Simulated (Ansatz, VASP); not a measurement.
**AlN: VASP beside Ansatz**

```
Al N
1.0
     3.31348    0.00000    0.00000
    -1.65674    2.86956    0.00000
     0.00000    0.00000    4.18759
Al N
2 2
Cartesian
  0.0000 1.9130 3.1407
  1.6567 0.9565 1.0469
  0.0000 1.9130 1.0469
  1.6567 0.9565 3.1407
```

Measurements of this composition are mostly on another form, of space group No. 186.

Alike in both runs: task single point; functional PBE; k mesh 9 × 9 × 6; occupations gaussian, width 0.05 eV; no spin polarisation.

```csv
,VASP,Ansatz
version,VASP 6.6.1,Ansatz 0.2.0
potentials or method,"VASP PAW PBE potentials, release 64 (Al, N)","scalar-relativistic, plane waves, PAW"
plane-wave cutoff (eV),520,520
valence electrons in the cell,16,16
```

|  | VASP | Ansatz | Ansatz less VASP |
| --- | --- | --- | --- |
| gap on the k mesh at the Fermi level (eV) | 3.26 | 3.25 | -0.009 |
| least direct gap on the mesh (eV) | 3.26 | 3.25 | -0.009 |
| pressure (GPa) | -0.2 | 0.0 | +0.17 |
| largest component of the traceless stress (GPa) | 0.08 | 0.03 | -0.048 |

With one functional, cell and mesh, what is left measures potentials, basis and numerics.
